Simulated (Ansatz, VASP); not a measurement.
BN: VASP beside Ansatz

Contents of INCAR:

```
SYSTEM = BN
PREC = Accurate
ENCUT = 520
EDIFF = 1E-6
ISMEAR = -1
SIGMA = 0.05
LREAL = .False.
LASPH = .True.
NELM = 80
ALGO = Normal
ISIF = 2
LWAVE = .False.
LCHARG = .False.
GGA = PS
NBANDS = 11
```

KPOINTS

```
Automatic mesh
0
Gamma
  12 12 12
  0 0 0
```

POSCAR

```
BN
1.0
    1.2675858000      0.7318410028      3.4173202092
   -1.2675858000      0.7318410028      3.4173202092
    0.0000000000     -1.4636820056      3.4173202092
N B
1 1
Direct
    0.6672382000      0.6672382000      0.6672382000
    0.0003288000      0.0003288000      0.0003288000
```

Contents of input.yaml:

```yaml
crystal:
  lattice:
    - [1.2675858, 0.7318410028, 3.4173202092]
    - [-1.2675858, 0.7318410028, 3.4173202092]
    - [0.0, -1.4636820056, 3.4173202092]
  atoms:
    - { symbol: "N", position: [0.6672382, 0.6672382, 0.6672382] }
    - { symbol: B, position: [0.0003288, 0.0003288, 0.0003288] }
kpoints:
  mp_grid: { grid: [12, 12, 12] }
scf:
  occupations: { method: fermi_dirac, width: 0.05 }
hamiltonian:
  xc: pbesol
  pseudopotentials: { kind: all_electron, lapw: { basis_error: 0.0005 } }
output:
  forces: true
  stress: true
  eigenvalues: true
```

Change from the starting cell: volume scaled by 1.04.

Alike in both runs: task single point; functional PBEsol; k mesh 12 × 12 × 12; occupations fermi-dirac, width 0.05 eV; no spin polarisation.

|  | VASP | Ansatz |
| --- | --- | --- |
| version | VASP 6.6.1 | Ansatz 0.2.0 |
| potentials or method | VASP PAW PBE potentials, release 64 (N, B) | all-electron LAPW, scalar-relativistic |
| plane-wave cutoff (eV) | 520 | see its input |

Ansatz gave:

| Quantity | Value |
| --- | --- |
| gap on the k mesh at the Fermi level (eV) | 4.14 |
| least direct gap on the mesh (eV) | 4.54 |
| pressure (GPa) | -8.1 |
| largest component of the traceless stress (GPa) | 8.37 |
| rms of the force components (eV/Å) | 0.003 |

Problem. Which values does VASP return?

Solution. gap on the k mesh at the Fermi level (eV): 4.13; least direct gap on the mesh (eV): 4.54; pressure (GPa): -7.8; largest component of the traceless stress (GPa): 7.93; rms of the force components (eV/Å): 0.003.

Atom by atom the forces differ by 0.000 eV/Å (rms over components). Ansatz ran all-electron here, so the differences hold the error of VASP's frozen core and of both bases.

Caveats: the PAW data sets were made with another functional, which shifts forces and pressure a little (VASP). A k mesh can miss the band edges.
